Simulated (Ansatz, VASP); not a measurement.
CsH: VASP beside Ansatz

File INCAR:

```
ALGO = Normal
EDIFF = 1E-6
ENCUT = 520
ISIF = 2
ISMEAR = 0
LASPH = True
LCHARG = True
LELF = True
LREAL = False
LVHAR = True
LWAVE = False
NBANDS = 12
NELM = 100
PREC = Accurate
SIGMA = 0.01
```

Contents of KPOINTS:

```
k-points
0
Gamma
  8 8 8
```

The input POSCAR:

```
CsH
1.0
    0.0000000000      3.0281564409      3.0281564409
    3.0281564409      0.0000000000      3.0281564409
    3.0281564409      3.0281564409      0.0000000000
Cs H
1 1
Direct
    0.0000000000      0.0000000000      0.0000000000
    0.5000000000      0.5000000000      0.5000000000
```

Input for Ansatz:

```yaml
crystal:
  lattice:
    - [0.0, 3.0281564409, 3.0281564409]
    - [3.0281564409, 0.0, 3.0281564409]
    - [3.0281564409, 3.0281564409, 0.0]
  atoms:
    - { symbol: Cs, position: [0.0, 0.0, 0.0] }
    - { symbol: H, position: [0.5, 0.5, 0.5] }
basis:
  ecutwfc: 420
kpoints:
  mp_grid: { grid: [8, 8, 8] }
hamiltonian:
  xc: lda
scf:
  occupations: { method: fixed }
output:
  forces: true
  stress: true
  eigenvalues: true
  write_density: true
  write_potential: true
  elf: true
  volumetric_format: npy
```

Alike in both runs: task single point; functional LDA; k mesh 8 × 8 × 8; no spin polarisation.

|  | VASP | Ansatz |
| --- | --- | --- |
| version | VASP 6.6.1 | Ansatz 0.2.0 |
| potentials or method | VASP PAW LDA potentials, release 64 (Cs_sv, H) | scalar-relativistic, plane waves, PAW |
| plane-wave cutoff (eV) | 520 | 420 |
| occupations | gaussian, width 0.01 eV | fixed |
| valence electrons in the cell | 10 | 10 |

```tsv
	VASP	Ansatz	Ansatz less VASP
gap on the k mesh at the Fermi level (eV)	1.69	1.71	+0.029
least direct gap on the mesh (eV)	1.69	1.71	+0.029
pressure (GPa)	0.3	0.3	-0.07
```

Caveats: spin-orbit coupling is left out, which moves the levels of the heavy elements. Expect the measured gap to be larger: semilocal functionals such as LDA lack the derivative discontinuity. A k mesh can miss the band edges.
